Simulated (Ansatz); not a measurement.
# Zn (Zinc): a single-point run

Wanted: a converged single-point run for Zn (Zinc), and a check of what comes out. The structure is shown as the input types it.

The COD entry's cell or inner coordinates are ideal or old and differ from later refinements, so a difference from it is no clean test against experiment.

Computed with Ansatz 0.2.0 (DFT, PBE, PAW with Ansatz's default frozen-core files, scalar-relativistic, unless a step's input says otherwise).

1 further run of the same task is left out (it didn't finish).

**1. The system as given**

It takes space group C2/m (No. 12, monoclinic). Conventional cell: a = 8.739 Å, b = 5.046 Å, c = 9.384 Å, α = 90.00°, β = 90.00°, γ = 90.00°.

As a file:

```
Zn
1.0
     5.04557    0.00000    0.00000
    -2.52278    4.36959    0.00000
     0.00000    0.00000    9.38438
Zn
2
Cartesian
  0.1261 2.9859 2.5807
  2.3966 1.3837 6.8037
```

**2. Input and run**

Input file input.yaml:

```yaml
crystal:
  lattice:
    - [5.04556869, 0.0, 0.0]
    - [-2.52278434, 4.36959066, 0.0]
    - [0.0, 0.0, 9.38437981]
  atoms:
    - { symbol: Zn, position: [0.3666666666, 0.6833333334, 0.275] }
    - { symbol: Zn, position: [0.6333333334, 0.3166666666, 0.725] }
kpoints:
  mp_grid: { grid: [13, 13, 6] }
scf:
  occupations: { method: fermi_dirac, width: 0.05 }
  max_iter: 60
hamiltonian:
  xc: pbe
  pseudopotentials: { kind: paw }
output:
  forces: true
  stress: true
  eigenvalues: true
  efg: { contact_densities: true }
  populations: true
```

Command:

```sh
$ ansatz run input.yaml --threads 1 --pin off --max-ram 2048MiB --backend cpu --events-out ev --progress --plain --runs-dir out
```

Standard output:

```text
Engine: ansatz 0.2.0
Pseudopotentials: kind: paw
Pseudopotential: Zn, paw, valence charge 12, recommended cutoff 420 eV (normal)
Functional definition: PBE
  parameter kappa = 0.804
  parameter beta = 0.06672455060314922
  exchange = pbe_x(kappa = kappa, mu = beta*pi^2/3)
  correlation = pbe_c(beta = beta)
Crystal: 2 atoms, lattice volume = 206.898 Å³
Basis set: ecut = 420 eV, 4081 PW (Γ), exchange–correlation on 72×72×128 points (8 copies of the dense FFT grid, shifted against one another)
Bands: 16, of which v1, the nominal top of the filled ones, is band 12 counted from 1 (11 counted from 0)
Symmetry: 4 space group operations
Space group: C2/m (ITA 12), of the structure as read, at distance tolerance 5.9e-5 Å
k-points: 280 of 1014
Non-local potential: Zn, projectors of the file, l = 0: 2, l = 1: 2, l = 2: 3, l = 3: 1
PAW form: soft (Blöchl's): semilocal exchange-correlation on the pseudo side does not see the compensation charge
PAW one-centre angular grid: Zn, 590 points (default); XC on 64 Gauss nodes
Initial density: superposition of atomic densities (neutral atoms: chi_scale 0, normalization atom), corrected by the library's trained network
Initial wavefunctions: pseudopotential atomic-orbital guess
Functional: x = pbe(κ = 0.804, μ = 0.2195149727645171), c = pbe(β = 0.06672455060314922)
SCF iter   1: F=—  HF=-6635.919387 eV  |F-HF|=—  |Δ(HF+E_count)|=         —  Δρ=1.02e-4  dr2=5.59e-5  ethr=1.77e-3  ⟨swp⟩=4.8  Hψ=20966  notcnv=0
preconditioner: auto → Resta (q_TF=auto, 1.905 Å⁻¹)  ε∞=3.3  [insulator: Δε(μ)=3.257 eV  Ē_g=8.272 eV  σ=0.050 eV  W_gap=1.00  n_scr=22 (ndim 8)  ℏωp=12.6 eV  f_vac=0.498  D(μ)=0.00/eV (n_scr^D=0)  ε∞_Penn≈3.3]
SCF iter   2: F=—  HF=-6635.919755 eV  |F-HF|=—  |Δ(HF+E_count)|=   3.68e-4  Δρ=2.36e-4  dr2=2.96e-4  ethr=2.33e-7  ⟨swp⟩=2.0  Hψ=10080  notcnv=0
SCF iter   3: F=—  HF=-6635.919716 eV  |F-HF|=—  |Δ(HF+E_count)|=   3.90e-5  Δρ=1.66e-4  dr2=1.81e-4  ethr=2.33e-7  ⟨swp⟩=2.0  Hψ=7282  notcnv=0
SCF iter   4: F=—  HF=-6635.919698 eV  |F-HF|=—  |Δ(HF+E_count)|=   1.86e-5  Δρ=1.44e-4  dr2=1.28e-4  ethr=2.33e-7  ⟨swp⟩=1.0  Hψ=4480  notcnv=0
SCF iter   5: F=—  HF=-6635.919666 eV  |F-HF|=—  |Δ(HF+E_count)|=   3.20e-5  Δρ=1.21e-4  dr2=8.16e-5  ethr=2.33e-7  ⟨swp⟩=1.9  Hψ=4984  notcnv=0
SCF iter   6: F=—  HF=-6635.919681 eV  |F-HF|=—  |Δ(HF+E_count)|=   1.49e-5  Δρ=4.18e-5  dr2=5.82e-6  ethr=2.33e-7  ⟨swp⟩=2.0  Hψ=7840  notcnv=0
SCF iter   7: F=—  HF=-6635.919681 eV  |F-HF|=—  |Δ(HF+E_count)|=   9.49e-7  Δρ=3.16e-5  dr2=7.57e-6  ethr=2.42e-8  ⟨swp⟩=2.0  Hψ=7840  notcnv=0
SCF iter   8: F=—  HF=-6635.919683 eV  |F-HF|=—  |Δ(HF+E_count)|=   1.39e-6  Δρ=3.25e-5  dr2=7.70e-6  ethr=2.42e-8  ⟨swp⟩=1.0  Hψ=4480  notcnv=0
SCF iter   9: F=—  HF=-6635.919684 eV  |F-HF|=—  |Δ(HF+E_count)|=   9.09e-7  Δρ=3.53e-5  dr2=8.79e-6  ethr=2.42e-8  ⟨swp⟩=1.0  Hψ=4480  notcnv=0
SCF iter  10: F=—  HF=-6635.919682 eV  |F-HF|=—  |Δ(HF+E_count)|=   2.06e-6  Δρ=1.18e-5  dr2=9.24e-7  ethr=2.42e-8  ⟨swp⟩=3.0  Hψ=7840  notcnv=0
SCF iter  11: F=-6635.919682 eV  HF=-6635.919682 eV  |F-HF|=7.94e-9  |Δ(HF+E_count)|=   2.91e-8  Δρ=2.21e-6  dr2=1.68e-8  ethr=4.17e-10  ⟨swp⟩=2.9  Hψ=17273  notcnv=0
SCF 1 converged in 11 iterations: F = -6635.919682 eV  dr2 = 1.68e-8
SCF converged after 11 iterations
Free energy (F): -6635.919682 eV
Harris-Foulkes:  -6635.919682 eV  (|F-HF|=7.94e-9)
Internal energy: -6635.919682 eV  (E = F + TS)
E sigma→0 (E₀):  -6635.919682 eV
Fermi energy:    -1.734750 eV
--- Per-component energies (eV) ---
  E_band       = -173.010005
  E_kinetic    = 257.000203
  E_local      = -5104.328976  (includes V_loc(G=0)·N_el)
  E_nonlocal   = 1225.169453
  E_hartree    = 2166.538654
  E_xc         = -269.334304
  E_vxc        = -96.044064  (∫ρ·V_xc dr)
  E_paw        = -3651.992352  (= ΣΔE_a)
  E_vpaw       = -787.891547  (= ΣTr[D̂ρ^β])
  E_aug_tail   = -0.000725  (compensation charges beyond the density's cutoff)
  E_ewald      = -1258.971634
  E_smearing   = -0.000000  (= −TS)
  E_closure    = 0.000000  (closes the sum)
  Σ components = -6635.919682   (vs F -6635.919682, Δ=0.00e0)
--- Forces (eV/Å), atoms counted from 1 ---
  atom   1  Zn     0.00059316     0.00034246     0.01299529
  atom   2  Zn    -0.00059316    -0.00034246    -0.01299529
  max |Σ_I F_I| component: 0.00e0 eV/Å
--- Stress (GPa, compression-positive) ---
       -0.127483       0.002295      -0.001025
        0.002295      -0.130133      -0.000592
       -0.001025      -0.000592      -0.091262
  P = ⅓ Tr σ = -0.1163 GPa (-1.163 kbar)
--- PAW observables at the nuclei: V_zz in 10²¹ V/m², potentials from the cell's mean, atoms counted from 1 ---
  atom   1  Zn V_zz =    +0.028972   η = 0.1853   by run symmetry: allowed
            electrostatic potential = -3932.554624 V   contact ρ = 166660.216377 e/Å³
  atom   2  Zn V_zz =    +0.028972   η = 0.1853   by run symmetry: allowed
            electrostatic potential = -3932.554624 V   contact ρ = 166660.216377 e/Å³
--- Band table (eV; the first three rows and the last of 280) ---
  k-point 0: bands = ["-7.9057", "-7.9046", "-7.9037", "-7.9034", "-7.9034", "-7.9033", "-7.9007", "-7.8995", "-7.8979", "-7.8967", "-4.4120", "-3.9057", "-0.1781", "2.4529", "2.8410", "2.9298"]
  k-point 1: bands = ["-7.9056", "-7.9046", "-7.9037", "-7.9035", "-7.9034", "-7.9034", "-7.9005", "-7.8994", "-7.8979", "-7.8968", "-4.3910", "-3.9393", "-0.0634", "2.0490", "2.8560", "2.9374"]
  k-point 2: bands = ["-7.9054", "-7.9048", "-7.9037", "-7.9036", "-7.9034", "-7.9034", "-7.9002", "-7.8992", "-7.8980", "-7.8971", "-4.3374", "-4.0173", "0.2591", "1.3984", "2.8931", "2.9559"]
  k-point 279: bands = ["-7.9071", "-7.9052", "-7.9045", "-7.9031", "-7.9019", "-7.8984", "-7.8976", "-7.8963", "-7.8948", "-7.8947", "-3.6356", "-3.5180", "0.0109", "0.1710", "1.6690", "1.7335"]
--- Löwdin populations: 2 sites ---
  site symbol       q [e]
     0     Zn     11.9967
     1     Zn     11.9967
  spilling = 0.000277 (of n_electrons = 24.000000)
```

It took 64 s on 1 thread of Intel Xeon 6975P-C (Granite Rapids), shared host; peak memory 1.3 GiB.

**3. Checking the result**

The run converged and reported no error. Convergence says nothing about whether the input makes sense.

A unit slip: numbers in bohr are taken as ångström. The shortest distance in the input is 5.05 Å.

Fix: divide the lengths by 1.8897.

**4. A check with that setting changed**

Other changes include starting moments or positions, scf.max_iter.

Input file input.yaml:

```yaml
crystal:
  lattice:
    - [2.67, 0.0, 0.0]
    - [-1.335, 2.3122878281, 0.0]
    - [0.0, 0.0, 4.966]
  atoms:
    - { symbol: Zn, position: [0.3333333333, 0.6666666667, 0.25] }
    - { symbol: Zn, position: [0.6666666667, 0.3333333333, 0.75] }
kpoints:
  mp_grid: { grid: [13, 13, 6] }
scf:
  occupations: { method: fermi_dirac, width: 0.05 }
hamiltonian:
  xc: pbe
  pseudopotentials: { kind: paw }
output:
  forces: true
  stress: true
  eigenvalues: true
  efg: { contact_densities: true }
  populations: true
```

Command:

```sh
$ ansatz run input.yaml --threads 1 --pin off --max-ram 2048MiB --backend cpu --events-out ev --progress --plain --runs-dir out
```

Excerpt of the output:

```text
[...]
Basis set: ecut = 420 eV, 623 PW (Γ), exchange–correlation on 36×36×72 points (8 copies of the dense FFT grid, shifted against one another)
[...]
k-points: 84 of 1014
[...]
SCF iter   1: F=—  HF=-6638.075193 eV  |F-HF|=—  |Δ(HF+E_count)|=         —  Δρ=1.10e-3  dr2=1.91e-4  ethr=1.77e-3  ⟨swp⟩=5.1  Hψ=6668  notcnv=0
preconditioner: auto → none  [metal: Δε(μ)=0.098 eV  Ē_g=13.035 eV  σ=0.050 eV  W_gap=0.42  n_scr=4 (ndim 8)  ℏωp=32.9 eV  f_vac=0.000  D(μ)=0.26/eV (n_scr^D=0)  sad-step TF]
SCF iter   2: F=—  HF=-6638.075281 eV  |F-HF|=—  |Δ(HF+E_count)|=   8.79e-5  Δρ=7.33e-4  dr2=9.61e-5  ethr=7.97e-7  ⟨swp⟩=2.5  Hψ=3207  notcnv=0
[...]
SCF iter   5: F=—  HF=-6638.075293 eV  |F-HF|=—  |Δ(HF+E_count)|=   3.92e-7  Δρ=3.41e-5  dr2=2.08e-7  ethr=1.12e-8  ⟨swp⟩=2.1  Hψ=2306  notcnv=0
SCF iter   6: F=-6638.075293 eV  HF=-6638.075293 eV  |F-HF|=2.64e-11  |Δ(HF+E_count)|=   4.94e-8  Δρ=9.04e-7  dr2=1.08e-10  ethr=4.17e-10  ⟨swp⟩=5.0  Hψ=5511  notcnv=0
[...]
SCF converged after 6 iterations
Free energy (F): -6638.075293 eV
[...]
E sigma→0 (E₀):  -6638.074207 eV
[...]
Fermi energy:    10.898698 eV
[...]
  P = ⅓ Tr σ = -0.9846 GPa (-9.846 kbar)
[...]
```

Wall time 2.1 s (1 thread of Intel Xeon 6975P-C (Granite Rapids), shared host); peak memory 0.42 GiB.

| run | ending | energy change | pressure (GPa) | gap (eV) | force (eV/Å) | cycles | time |
| --- | --- | --- | --- | --- | --- | --- | --- |
| first try | converged | +1.08 eV/atom | -0.1 | 3.26 | 0.01 | 11 | 64 s |
| second try | converged | 0 | -1.0 | 0.00 | 0.00 | 6 | 2.1 s |

**5. Summary of results**

| quantity | value |
| --- | --- |
| first try | converged, 11 SCF cycles |
| fault in the input | bohr typed as ångström |
| second try | converged, 6 SCF cycles |
| energy (zero set by the potentials) | -6638.0753 eV |
| pressure | -0.98 GPa |
| gap on the mesh | none (metal on this mesh) |
| largest force | 0.000 eV/Å |

In words: Both runs converge, but the first lies +1.08 eV/atom from the second; on mending, the pressure goes from -0.1 to -1.0 GPa, the gap on the mesh closes (it was 3.26 eV). Only the second answers the question as it was meant.

These are semilocal Kohn-Sham gaps, which aren't the measured quantity. Such gaps usually fall short of the measured ones.
